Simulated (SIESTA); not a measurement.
Set up this calculation in SIESTA 5.4.2, as the native input.

```yaml
Task: single point
Functional: PBE
Potentials_or_basis: PseudoDojo 0.4 standard (PBE files)
Basis: DZP (energy shift 0.002 Ry)
Grid_cutoff: 800 Ry
Energy_shift: 0.002 Ry
k_mesh: 12 × 12 × 12
Occupations: fermi-dirac, width 0.05 eV
Spin: no spin polarisation
```

The system is W.

```xyz
1
Lattice="-1.5448 1.6151 1.6310 1.5711 -1.5452 1.5875 1.5457 1.5461 -1.5612" Properties=species:S:1:pos:R:3 pbc="T T T"
W     0.0307    0.0413   -0.0058
```

The cell isn't the ideal one: cell strained at random at fixed volume.

These files were run (other wordings do the same):

W.fdf

```
SystemName                      Tungsten
SystemLabel                     W
NumberOfSpecies                 1
NumberOfAtoms                   1
%block ChemicalSpeciesLabel
  1  74 W
%endblock ChemicalSpeciesLabel

LatticeConstant                 1.0 Ang
%block LatticeVectors
    -1.5448010000     1.6150760000     1.6310250000
     1.5711460000    -1.5452470000     1.5875410000
     1.5456960000     1.5461430000    -1.5611960000
%endblock LatticeVectors
AtomicCoordinatesFormat         Fractional
%block AtomicCoordinatesAndAtomicSpecies
     0.0109310000     0.0077030000     0.0229730000  1  W
%endblock AtomicCoordinatesAndAtomicSpecies

%block kgrid.MonkhorstPack
   12   0   0  0.0
    0  12   0  0.0
    0   0  12  0.0
%endblock kgrid.MonkhorstPack
XC.Functional                   GGA
XC.Authors                      PBE
PAO.BasisSize                   DZP
PAO.EnergyShift                 0.002 Ry
Mesh.Cutoff                     800 Ry
OccupationFunction              FD
ElectronicTemperature           0.05 eV
MaxSCFIterations                120
SCF.MustConverge                false
SCF.Mixer.Method                Pulay
SCF.Mixer.Weight                0.25
SCF.Mixer.History               8
SCF.DM.Tolerance                5.0e-05
SCF.H.Tolerance                 1.0e-03 eV
WriteForces                     true
Charge.Mulliken                 end
```

Potentials or basis: PseudoDojo 0.4 standard (PBE files), DZP (energy shift 0.002 Ry).

Launch:

```sh
$ siesta W.fdf > W.out 2>&1
```

It gave:

```yaml
Pressure: 10.6 GPa
Band_gap_on_the_k_mesh: none (metal or under the smearing width)
```

Caveat: semicore shells carry a single zeta, which can move pressures by several GPa and volumes by a few percent; the basis of atomic orbitals isn't converged, which shifts pressures, moduli and gaps.

Run time: 47 s on 1 thread of Arm Neoverse V1, with other jobs on the host, peak memory 0.21 GiB.
